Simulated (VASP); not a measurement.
# ZnS (F-43m) in VASP: further runs, part 2 of 2

VASP 6.6.1. Earlier steps stand in the parts before.

## Step 4: Single point, PBE (grid = ENCUT=500 dk=0.45 cell=2x2x1 ISMEAR=0 SIGMA=0.05 LREAL=Auto EDIFF=1e-06)

INCAR reads:

```
PREC = Accurate
ENCUT = 500
EDIFF = 1E-6
ISMEAR = 0
SIGMA = 0.05
LREAL = Auto
LASPH = True
NELM = 120
ALGO = Fast
ISIF = 2
LWAVE = False
LCHARG = False
GGA = PE
NBANDS = 44
```

KPOINTS reads:

```
regular mesh
0
Gamma
  5 5 5
```

POSCAR reads:

```
ZnS
1.0
    0.0000000000      5.4040000000      5.4040000000
    5.4040000000      0.0000000000      5.4040000000
    2.7020000000      2.7020000000      0.0000000000
Zn S
4 4
Direct
    0.3750000000      0.3750000000      0.7500000000
    0.3750000000      0.8750000000      0.7500000000
    0.8750000000      0.3750000000      0.7500000000
    0.8750000000      0.8750000000      0.7500000000
    0.0000000000      0.0000000000      0.0000000000
    0.0000000000      0.5000000000      0.0000000000
    0.5000000000      0.0000000000      0.0000000000
    0.5000000000      0.5000000000      0.0000000000
```

Potentials or basis: VASP PAW PBE potentials, release 64 (Zn, S).

Run with:

```sh
> cat potpaw_PBE.64/Zn/POTCAR potpaw_PBE.64/S/POTCAR > POTCAR
> mpirun -np 1 vasp_std > vasp.out
```

OUTCAR:

```text
PREC = Accurate
   ENCUT = 500
   EDIFF = 1E-6
   ISMEAR = 0
   LREAL = Auto
   LASPH = True
   NELM = 120
   ISIF = 2
   GGA = PE

 Found     27 irreducible k-points:

 Following reciprocal coordinates:
            Coordinates               Weight
  0.000000  0.000000  0.000000      1.000000
  0.200000  0.000000  0.000000      4.000000
  0.400000  0.000000  0.000000      4.000000
  0.200000  0.200000  0.000000      2.000000
  0.400000  0.200000  0.000000      4.000000
 -0.400000  0.200000  0.000000      4.000000
   k-points           NKPTS =     27   k-points in BZ     NKDIM =     27   number of bands    NBANDS=     44
   number of dos      NEDOS =    301   number of ions     NIONS =      8
   total plane-waves  NPLWV =  87808
   dimension x,y,z NGX =    56 NGY =   56 NGZ =   28
   dimension x,y,z NGXF=   112 NGYF=  112 NGZF=   56
   ions per type =               4   4
   NGX,Y,Z   is equivalent  to a cutoff of  12.18, 12.18, 12.18 a.u.
   NGXF,Y,Z  is equivalent  to a cutoff of  24.36, 24.36, 24.36 a.u.
 SYSTEM =  unknown system
   PREC   = accura    normal or accurate (medium, high low for compatibility)
   ISTART =      0    job   : 0-new  1-cont  2-samecut
   ICHARG =      2    charge: 1-file 2-atom 10-const
   ISPIN  =      1    spin polarized calculation?
   LNONCOLLINEAR =      F non collinear calculations
   LSORBIT =      F    spin-orbit coupling
   LASPH  =      T    aspherical Exc in radial PAW
   ENCUT  =  500.0 eV  36.75 Ry    6.06 a.u.  13.93 13.93  6.97*2*pi/ulx,y,z
   NELM   =    120;   NELMIN=  2; NELMDL= -5     # of ELM steps
   EDIFF  = 0.1E-05   stopping-criterion for ELM
   LREAL  =      T    real-space projection
   EDIFFG = 0.1E-04   stopping-criterion for IOM
   NSW    =      0    number of steps for IOM
   IBRION =     -1    ionic relax: 0-MD 1-quasi-New 2-CG
   NFREE  =      0    steps in history (QN), initial steepest desc. (CG)
   ISIF   =      2    stress and relaxation
   ISYM   =      2    0-nonsym 1-usesym 2-fastsym
   POTIM  = 0.5000    time-step for ionic-motion
   TEBEG  =    0.0;   TEEND  =   0.0 temperature during run
   PSTRESS=    0.0 pullay stress
   NELECT =      72.0000    total number of electrons
   NUPDOWN=      -1.0000    fix difference up-down
   EMIN   =  10.00;   EMAX   =-10.00  energy-range for DOS
   EFERMI =   0.00;   METHOD = LEGACY
   ISMEAR =     0;   SIGMA  =   0.05  broadening in eV -4-tet -1-fermi 0-gaus
   EFERMI_NEDOS =   21; number of points for ismear=-14 and -15
   IALGO  =     68    algorithm
   IMIX   =      4    mixing-type and parameters
     AMIX     =   0.40;   BMIX     =  1.00
     AMIX_MAG =   1.60;   BMIX_MAG =  1.00
  volume/ion in A,a.u.               =      19.73       133.12
  Fermi-wavevector in a.u.,A,eV,Ry     =   1.260290  2.381602 21.610537  1.588330
  Thomas-Fermi vector in A             =   2.393807
   LORBIT       =      0    0 simple, 1 ext, 2 COOP (PROOUT), +10 PAW based schemes
   GGA     = PE    functional components
   LHFCALC =     F    Hartree Fock is set to
   AEXX    =    0.0000 exact exchange contribution
   IVDW    =     0    specifies the selected vdW correction
   LEPSILON=     F    determine dielectric tensor
   LRPA    =     F    only Hartree local field effects (RPA)
 non-spin polarized calculation
 RMM-DIIS sequential band-by-band and
 Gauss-broadening in eV      SIGMA  =   0.05
  energy-cutoff  :      500.00
  volume of cell :      157.81
 maximum number of plane-waves:      4028
   NGX = 27   NGY = 27   NGZ = 13

 number of electron      72.0000000 magnetization

 Free energy of the ion-electron system (eV)
  ---------------------------------------------------
  ext. energy  EPLUGINS =         0.00000000
  ---------------------------------------------------
  free energy    TOTEN  =       -27.38383119 eV

  energy without entropy =      -27.38383119  energy(sigma->0) =      -27.38383119

 E-fermi :   2.3553     XC(G=0):  -9.6291

 val. band max:        2.1086894090   @ k =   0.0000   0.0000   0.0000
 cond. band min:       4.2225438201   @ k =   0.0000   0.0000   0.0000
 fundamental gap:      2.1138544111
 Fermi energy:         2.3552851567

 k-point     1 :       0.0000    0.0000    0.0000
  band No.  band energies     occupation
      1     -11.0325      2.00000
      2     -10.1053      2.00000
      3     -10.1053      2.00000
      4      -9.7932      2.00000
      5      -4.2575      2.00000
      6      -4.2306      2.00000
[... 271 lines left out ...]
     43       8.4802      0.00000
     44       8.5086      0.00000

 [... further k-points ...]

------------------------ aborting loop because EDIFF is reached ----------------------------------------

  FORCE on cell =-STRESS in cart. coord.  units (eV):
  Direction    XX          YY          ZZ          XY          YZ          ZX
  --------------------------------------------------------------------------------------
  -------------------------------------------------------------------------------------
  Total        1.5938949      1.5938949      1.5513511      0.0380391      0.0000000     -0.0000000
  in kB       16.1817033     16.1817033     15.7497865      0.3861840      0.0000000     -0.0000000
  external PRESSURE =      16.0377310 kB  Pullay stress =       0.0000000 kB

 VOLUME and BASIS-vectors are now :
 -----------------------------------------------------------------------------
  energy-cutoff  :      500.00
  volume of cell :      157.81
      direct lattice vectors                 reciprocal lattice vectors
     0.000000000  5.404000000  5.404000000    -0.092524056  0.092524056  0.092524056
     5.404000000  0.000000000  5.404000000     0.092524056 -0.092524056  0.092524056
     2.702000000  2.702000000  0.000000000     0.185048113  0.185048113 -0.185048113

 POSITION                                       TOTAL-FORCE (eV/Angst)
 -----------------------------------------------------------------------------------
      4.05300      4.05300      4.05300        -0.000000     -0.000000     -0.002100
      6.75500      4.05300      6.75500        -0.000000     -0.000000     -0.002100
      4.05300      6.75500      6.75500        -0.000000     -0.000000     -0.002100
      6.75500      6.75500      9.45700        -0.000000     -0.000000     -0.002100
      0.00000      0.00000      0.00000         0.000000      0.000000      0.002100
      2.70200      0.00000      2.70200         0.000000      0.000000      0.002100
      0.00000      2.70200      2.70200         0.000000      0.000000      0.002100
      2.70200      2.70200      5.40400         0.000000      0.000000      0.002100
 -----------------------------------------------------------------------------------
    total drift:                                0.000003      0.000003     -0.000259

  FREE ENERGIE OF THE ION-ELECTRON SYSTEM (eV)
  ---------------------------------------------------
  free  energy   TOTEN  =       -27.3838311865 eV

  energy  without entropy=      -27.3838311865  energy(sigma->0) =      -27.38383119
```

OSZICAR:

```text
N       E                     dE             d eps       ncg     rms          rms(c)
DAV:   1     0.572847967819E+03    0.57285E+03   -0.32636E+04  2376   0.192E+03
DAV:   2     0.487101955354E+02   -0.52414E+03   -0.50850E+03  2400   0.437E+02
DAV:   3    -0.255018874877E+02   -0.74212E+02   -0.72990E+02  2628   0.151E+02
[... 10 lines left out ...]
RMM:  14    -0.273838315957E+02   -0.65796E-05   -0.51813E-05  2839   0.385E-02    0.875E-02
RMM:  15    -0.273838355211E+02   -0.39254E-05   -0.33138E-05  2691   0.431E-02    0.487E-02
RMM:  16    -0.273838260341E+02    0.94870E-05   -0.80714E-05  2758   0.658E-02    0.238E-01
RMM:  17    -0.273838299192E+02   -0.38851E-05   -0.76979E-06  2349   0.129E-02    0.176E-01
RMM:  18    -0.273838309877E+02   -0.10686E-05   -0.57332E-06  2170   0.126E-02    0.117E-01
RMM:  19    -0.273838311865E+02   -0.19878E-06   -0.16159E-06  1681   0.704E-03
   1 F= -.27383831E+02 E0= -.27383831E+02  d E =-.172688E-13
```

Wall time 2.6 min (1 thread of Intel Xeon 6975P-C (Granite Rapids), shared host); peak memory 0.34 GiB.

The run converged, but some of its settings lie outside the range that counts as converged, so its numbers aren't taken as properties of the crystal.

Results:

| Item | Value |
| --- | --- |
| Free energy | -27.3838 eV |
| Pressure | 1.6 GPa |
| Band gap on the k mesh | 2.11 eV |

## Step 5: Single point, PBE (grid = ENCUT=600 dk=0.45 cell=2x2x1 ISMEAR=0 SIGMA=0.05 LREAL=Auto EDIFF=1e-06)

Edit INCAR of step 4 so:

```diff
@@ -1,3 +1,3 @@
 PREC = Accurate
-ENCUT = 500
+ENCUT = 600
 EDIFF = 1E-6
```

KPOINTS is that of step 4.

POSCAR is that of step 4.

Run with:

```sh
> cat potpaw_PBE.64/Zn/POTCAR potpaw_PBE.64/S/POTCAR > POTCAR
> mpirun -np 1 vasp_std > vasp.out
```

Run time: 3.9 min. Hardware: 1 thread of Intel Xeon 6975P-C (Granite Rapids), shared host; peak memory 0.41 GiB.

The run converged, but some of its settings lie outside the range that counts as converged, so its numbers aren't taken as properties of the crystal.

Results:

| Item | Value |
| --- | --- |
| Free energy | -27.3831 eV |
| Pressure | 1.6 GPa |
| Band gap on the k mesh | 2.11 eV |

## Step 6: For comparison

An earlier run on the cell as given: functional PBEsol; potentials or basis VASP PAW PBE potentials, release 64 (Zn, S); cutoff 520 eV; k mesh 9 × 9 × 9; occupations fermi-dirac, width 0.05 eV; no spin polarisation.

- Pressure: -1.8 GPa
- Band gap on the k mesh: 1.98 eV, direct
